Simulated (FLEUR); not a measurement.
# Pb (Fm-3m) in FLEUR: a series of runs, part 2 of 2

FLEUR MaX-R8.1 (patched build s14).

## Step 3: Equation of state, revPBE, 28.50 Å³/atom (volume scaled by 0.94)

Input file inp.xml:

```xml
<?xml version="1.0" encoding="UTF-8" standalone="no"?>
<fleurInput fleurInputVersion="0.39">
   <comment>
      Pb                                                                                                  
   </comment>
   <calculationSetup>
      <cutoffs Kmax="3.8" Gmax="11.8" GmaxXC="11.8" numbands="0"/>
      <scfLoop itmax="60" minDistance="0.00001" maxIterBroyd="15" imix="Anderson" alpha="0.05" precondParam="0.0" spinf="2.0"/>
      <coreElectrons ctail="T" frcor="F" kcrel="0" coretail_lmax="0"/>
      <xcFunctional name="rpbe" relativisticCorrections="F"/>
      <magnetism jspins="1"/>
      <soc l_soc="F" theta="0.0" phi="0.0" spav="F"/>
      <expertModes spex="0" secvar="F"/>
      <geometryOptimization l_f="F" forcealpha="1.0" forcemix="BFGS" epsdisp="0.00001" epsforce="0.00001"/>
      <ldaU l_linMix="F" mixParam="0.05" spinf="1.0"/>
   </calculationSetup>
   <cell>
      <bzIntegration valenceElectrons="20.0" mode="hist" fermiSmearingEnergy="0.00183747">
         <kPointListSelection listName="default-1"/>
         <!-- k-points included here -->
         <xi:include xmlns:xi="http://www.w3.org/2001/XInclude" href="kpts.xml"> </xi:include>
      </bzIntegration>
      <!-- symmetry operations included here -->
      <xi:include xmlns:xi="http://www.w3.org/2001/XInclude" href="sym.xml"> </xi:include>
      <bulkLattice scale="0.9795861087">
         <bravaisMatrix>
            <row-1>    0.0000000000000000     4.6771099529074922     4.6771099529074922</row-1>
            <row-2>    4.6771099529074922     0.0000000000000000     4.6771099529074922</row-2>
            <row-3>    4.6771099529074922     4.6771099529074922     0.0000000000000000</row-3>
         </bravaisMatrix>
      </bulkLattice>
   </cell>
   <atomSpecies>
      <species name="Lead (Pb)" element="Pb" atomicNumber="82">
         <mtSphere radius="2.66" gridPoints="879" logIncrement="0.015"/>
         <atomicCutoffs lmax="11" lnonsphr="8"/>
         <electronConfig flipSpins="F">
            <coreConfig>(1s1/2) (2s1/2) (2p1/2) (2p3/2) (3s1/2) (3p1/2) (3p3/2) (4s1/2) (3d3/2) (3d5/2) (4p1/2) (4p3/2) (4d3/2) (4d5/2) (4f5/2) (4f7/2) (5s1/2)</coreConfig>
            <valenceConfig>(5p1/2) (5p3/2) (6s1/2) (5d3/2) (5d5/2) (6p1/2) (6p3/2)</valenceConfig>
            <stateOccupation state="(6p1/2)" spinUp="0.333333" spinDown="0.333333"/>
            <stateOccupation state="(6p3/2)" spinUp="0.666667" spinDown="0.666667"/>
         </electronConfig>
         <energyParameters s="6" p="6" d="5" f="5"/>
         <lo type="SCLO" l="1" n="5" eDeriv="0"/>
         <lo type="SCLO" l="1" n="5" eDeriv="1"/>
         <lo type="SCLO" l="0" n="6" eDeriv="2"/>
         <lo type="SCLO" l="2" n="5" eDeriv="2"/>
         <lo type="SCLO" l="3" n="5" eDeriv="2"/>
      </species>
   </atomSpecies>
   <atomGroups>
      <atomGroup species="Lead (Pb)">
         <relPos label="                   1">.0000000000 .0000000000 .0000000000</relPos>
         <force calculate="T" relaxXYZ="TTT"/>
      </atomGroup>
   </atomGroups>
   <output dos="F" band="F" slice="F">
      <checks vchk="F" cdinf="F"/>
      <bandDOS minEnergy="-.5*Htr" maxEnergy="0.5*Htr" sigma="0.015" storeEVData="T"/>
      <vacuumDOS vacdos="F" integ="F" star="F" nstars="0" locx1="0.0" locy1="0.0" locx2="0.0" locy2="0.0" nstm="0" tworkf="0.0"/>
      <unfoldingBand unfoldBand="F" supercellX="1" supercellY="1" supercellZ="1"/>
      <plotting iplot="0" polar="F">
         <plot TwoD="T" vec1="  1.0  0.0  0.0" vec2="  0.0  1.0  0.0" vec3="  0.0  0.0  1.0" zero="  0.0  0.0  0.0" file="plot"/>
      </plotting>
      <chargeDensitySlicing numkpt="0" minEigenval="0.0" maxEigenval="0.0" nnne="0" pallst="F"/>
      <specialOutput eonly="F"/>
      <magneticCircularDichroism mcd="F" energyLo="-10.0" energyUp="0.0"/>
   </output>
  <!-- We include the file relax.xml here to enable relaxations (see documentation) -->
  <xi:include xmlns:xi="http://www.w3.org/2001/XInclude" href="relax.xml"> <xi:fallback/> </xi:include>
</fleurInput>
```

Potentials or basis: all-electron, FLAPW.

The run is started by

```bash
$ inpgen -f crystal.txt -profile fastHighL
$ # inp.xml edited to the form shown
$ fleur
```

The program printed:

```text
Welcome to FLEUR        (www.flapw.de)
      MaX-Release 8.1          (www.max-centre.eu)

 ========== k-point set info ==========
 Selected k-point list: default-1
 k-point list type: mesh
 9 x 9 x 9
 Number of k points: 35

 ------------Calculation Setup---------------------------
 Number of OMP-threads    :            1
 Number of basis functions:          225
 Approximate size of matrices (H+S) per k-point:         0.001 GB
 --------------------------------------------------------
 Iteration:     1   Distance:      11.10370470 me/bohr^3
 Iteration:     2   Distance:      10.45429462 me/bohr^3
 Iteration:     3   Distance:       3.21131058 me/bohr^3
 Iteration:     4   Distance:       0.22762785 me/bohr^3
 Iteration:     5   Distance:       0.22827908 me/bohr^3
 Iteration:     6   Distance:       0.04581493 me/bohr^3
 Iteration:     7   Distance:       0.00301322 me/bohr^3
 Iteration:     8   Distance:       0.00320296 me/bohr^3
 Iteration:     9   Distance:       0.00033078 me/bohr^3
 Iteration:    10   Distance:       0.00007853 me/bohr^3
 Iteration:    11   Distance:       0.00001193 me/bohr^3
 Iteration:    12   Distance:       0.00000048 me/bohr^3

 ********************************************************************
 Run finished successfully
 Stop message:
   all done
 ********************************************************************
```

out.xml (last iteration):

```text
<iteration numberForCurrentRun="   12" overallNumber="   12">
         <energyParameters units="Htr">
            <atomicEP atomType="1" spin="1" branch="6s" branchLowest="-4.82" branchHighest="0.62" value="-0.0091100886"/>
            <atomicEP atomType="1" spin="1" branch="6p" branchLowest="-2.67" branchHighest="1.46" value="0.2693975223"/>
            <atomicEP atomType="1" spin="1" branch="5d" branchLowest="-14.27" branchHighest="-0.24" value="-0.2730991653"/>
            <atomicEP atomType="1" spin="1" branch="5f" branchLowest="-4.41" branchHighest="1.92" value="0.6071790370"/>
            <loAtomicEP atomType="1" spin="1" branch="5p" branchLowest="-23.20" branchHighest="-2.67" value="-2.6770382563"/>
            <loAtomicEP atomType="1" spin="1" branch="5p" branchLowest="-23.20" branchHighest="-2.67" value="-2.6770382563"/>
            <loAtomicEP atomType="1" spin="1" branch="6s" branchLowest="-4.82" branchHighest="0.62" value="-0.0091100886"/>
            <loAtomicEP atomType="1" spin="1" branch="5d" branchLowest="-14.27" branchHighest="-0.24" value="-0.3108737231"/>
            <loAtomicEP atomType="1" spin="1" branch="5f" branchLowest="-4.41" branchHighest="1.92" value="0.6071578065"/>
[... 64 lines left out ...]
            </sumOfEigenvalues>
            <densityCoulombPotentialIntegral value="-36794.9260044311"/>
            <densityEffectivePotentialIntegral value="-37305.8678802120"/>
            <chargeDenXCDenIntegral value="-390.7387655497"/>
            <FockExchangeEnergyValence value="0.0000000000"/>
            <FockExchangeEnergyCore value="0.0000000000"/>
            <atomTypeDependentContributions atomType="1">
               <electronNucleiInteractionDifferentMTs value="26467.0478069537"/>
               <MadelungTerm value="-40.7308387689"/>
            </atomTypeDependentContributions>
            <tkbTimesEntropy value="0.0001236211"/>
            <freeEnergy value="-20928.6757175632"/>
            <extrapolationTo0K value="-20928.6756557526"/>
         </totalEnergy>
         <densityConvergence units="me/bohr^3">
            <chargeDensity spin="1" distance="0.0000004840"/>
         </densityConvergence>
      </iteration>
```

Wall time 9.6 s (1 thread of Intel Xeon Platinum 8488C (Sapphire Rapids), shared host); peak memory 0.09 GiB.

What came out:

```yaml
Free_energy: -569498.2786 eV
Band_gap_on_the_k_mesh: none (metal or under the smearing width)
Valence_electrons_inside_the_program's_atomic_spheres: Pb 18.06 (radii Pb 2.66 bohr)
```

## Step 4: Equation of state, revPBE, 29.11 Å³/atom (volume scaled by 0.96)

Changes to inp.xml since step 3:

```diff
@@ -24,3 +24,3 @@
       <xi:include xmlns:xi="http://www.w3.org/2001/XInclude" href="sym.xml"> </xi:include>
-      <bulkLattice scale="0.9795861087">
+      <bulkLattice scale="0.9864848297">
          <bravaisMatrix>
```

The run is started by

```bash
$ inpgen -f crystal.txt -profile fastHighL
$ # inp.xml edited to the form shown
$ fleur
```

Wall time 8.7 s (1 thread of Intel Xeon Platinum 8488C (Sapphire Rapids), shared host); peak memory 0.09 GiB.

Results (log left out):

- Free energy: -569498.3034 eV
- Band gap on the k mesh: none (metal or under the smearing width)
- Valence electrons inside the program's atomic spheres: Pb 18.04 (radii Pb 2.66 bohr)

## Step 5: Equation of state, revPBE, 30.32 Å³/atom

Changes to inp.xml since step 4:

```diff
@@ -24,3 +24,3 @@
       <xi:include xmlns:xi="http://www.w3.org/2001/XInclude" href="sym.xml"> </xi:include>
-      <bulkLattice scale="0.9864848297">
+      <bulkLattice scale="1.0000000000">
          <bravaisMatrix>
```

The run is started by

```bash
$ inpgen -f crystal.txt -profile fastHighL
$ # inp.xml edited to the form shown
$ fleur
```

Wall time 8.8 s (1 thread of Intel Xeon Platinum 8488C (Sapphire Rapids), shared host); peak memory 0.09 GiB.

The run converged. Its results:

```yaml
Free_energy: -569498.3383 eV
Band_gap_on_the_k_mesh: none (metal or under the smearing width)
Valence_electrons_inside_the_program's_atomic_spheres: Pb 18.02 (radii Pb 2.66 bohr)
```

## Step 6: Equation of state, revPBE, 31.54 Å³/atom (volume scaled by 1.04)

Changes to inp.xml since step 5:

```diff
@@ -24,3 +24,3 @@
       <xi:include xmlns:xi="http://www.w3.org/2001/XInclude" href="sym.xml"> </xi:include>
-      <bulkLattice scale="1.0000000000">
+      <bulkLattice scale="1.0131594038">
          <bravaisMatrix>
```

Potentials or basis: all-electron, FLAPW.

The run is started by

```bash
$ inpgen -f crystal.txt -profile fastHighL
$ # inp.xml edited to the form shown
$ fleur
```

Run time: 9.2 s. Hardware: 1 thread of Intel Xeon Platinum 8488C (Sapphire Rapids), shared host; peak memory 0.09 GiB.

It converged, with:

```
Free energy                                           : -569498.3572 eV
Band gap on the k mesh                                : none (metal or under the smearing width)
Valence electrons inside the program's atomic spheres : Pb 18.00 (radii Pb 2.66 bohr)
```

## Step 7: Equation of state, revPBE, 32.14 Å³/atom (volume scaled by 1.06)

Changes to inp.xml since step 6:

```diff
@@ -24,3 +24,3 @@
       <xi:include xmlns:xi="http://www.w3.org/2001/XInclude" href="sym.xml"> </xi:include>
-      <bulkLattice scale="1.0131594038">
+      <bulkLattice scale="1.0196128224">
          <bravaisMatrix>
```

The run is started by

```bash
$ inpgen -f crystal.txt -profile fastHighL
$ # inp.xml edited to the form shown
$ fleur
```

Wall time 9.3 s (1 thread of Intel Xeon Platinum 8488C (Sapphire Rapids), shared host); peak memory 0.09 GiB.

The run converged. Its results:

```yaml
Free_energy: -569498.3614 eV
Band_gap_on_the_k_mesh: none (metal or under the smearing width)
Valence_electrons_inside_the_program's_atomic_spheres: Pb 17.99 (radii Pb 2.66 bohr)
```

## Step 8: Equation of state, revPBE

Potentials or basis: all-electron, FLAPW.

This step only gathers the single runs of the series.

What came out:

- Equilibrium volume: 32.76 Å³/atom (rough: see the caveat)
- Bulk modulus: 37 GPa (rough)

Energy against volume, from the lowest point:
```csv
volume (Å³/atom),energy (meV/atom)
28.503,82.83
29.110,57.96
30.323,23.13
31.535,4.21
32.142,0.00
```

Caveat: the minimum lies outside the volumes run. Spin-orbit coupling is left out, which matters for the levels of Pb.
